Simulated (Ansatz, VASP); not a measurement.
Given: the input of a run of VASP 6.6.1 on W.

The input INCAR:

```
PREC = Accurate
ENCUT = 520
EDIFF = 1E-6
ISMEAR = 0
SIGMA = 0.024
LREAL = False
LASPH = True
NELM = 100
ALGO = Normal
ISIF = 2
LWAVE = False
LCHARG = True
GGA = PE
LELF = True
LVHAR = True
NBANDS = 13
```

The input KPOINTS:

```
regular mesh
0
Gamma
  12 12 12
```

POSCAR

```
W
1.0
   -1.5823450000      1.5823450000      1.5823450000
    1.5823450000     -1.5823450000      1.5823450000
    1.5823450000      1.5823450000     -1.5823450000
W
1
Direct
    0.0000000000      0.0000000000      0.0000000000
```

Potentials or basis: VASP PAW PBE potentials, release 64 (W_sv).

Launch:

```sh
$ cat potpaw_PBE.64/W_sv/POTCAR > POTCAR
$ mpirun -np 1 vasp_std > vasp.out
```

Question: Set up the same calculation for Ansatz 0.2.0. Potentials there: all-electron LAPW, scalar-relativistic.

Answer: As run (the cutoff follows the program's own potentials):

File input.yaml:

```yaml
crystal:
  lattice:
    - [-1.582345, 1.582345, 1.582345]
    - [1.582345, -1.582345, 1.582345]
    - [1.582345, 1.582345, -1.582345]
  atoms:
    - { symbol: W, position: [0.0, 0.0, 0.0] }
kpoints:
  mp_grid: { grid: [12, 12, 12] }
scf:
  occupations: { method: gaussian, width: 0.024 }
hamiltonian:
  xc: pbe
  pseudopotentials: { kind: all_electron, lapw: { basis_error: 0.001 } }
output:
  forces: true
  stress: true
  eigenvalues: true
```

Potentials or basis: all-electron LAPW, scalar-relativistic.

Launch:

```bash
$ ansatz run input.yaml --threads 1 --pin off --max-ram 3072MiB --backend cpu --events-out ev --progress --plain --runs-dir out
```

Both were run:

|  | VASP | Ansatz | Ansatz less VASP |
| --- | --- | --- | --- |
| gap on the k mesh at the Fermi level (eV) | none | none | - |
| pressure (GPa) | 6.7 | 6.1 | -0.56 |

A gap of «none» marks a metal or a gap that the smearing closes. Ansatz ran all-electron here, so the differences hold the error of VASP's frozen core and of both bases.

Spin-orbit coupling is left out, which matters for the levels of W.
